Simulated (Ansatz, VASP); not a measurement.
One calculation of ZnCu, two programs

```xyz
2
Lattice="2.9450 0.0000 0.0000 0.0000 2.9450 0.0000 0.0000 0.0000 2.9450" Properties=species:S:1:pos:R:3 pbc="T T T"
Zn    1.4725    1.4725    1.4725
Cu    0.0000    0.0000    0.0000
```

Alike in both runs: task single point; functional PBE; k mesh 9 × 9 × 9; occupations gaussian, width 0.1 eV; no spin polarisation.

|  | VASP | Ansatz |
| --- | --- | --- |
| version | VASP 6.6.1 | Ansatz 0.2.0 |
| potentials or method | VASP PAW PBE potentials, release 64 (Zn, Cu), cutoff 520 eV | all-electron LAPW, scalar-relativistic |

Ansatz gave:

| Quantity | Value |
| --- | --- |
| gap on the k mesh at the Fermi level (eV) | none |
| pressure (GPa) | 2.5 |

Estimate VASP's values.

gap on the k mesh at the Fermi level (eV): none; pressure (GPa): 3.1.

A gap of «none» marks a metal or a gap that the smearing closes. Ansatz ran all-electron here, so the differences hold the error of VASP's frozen core and of both bases.
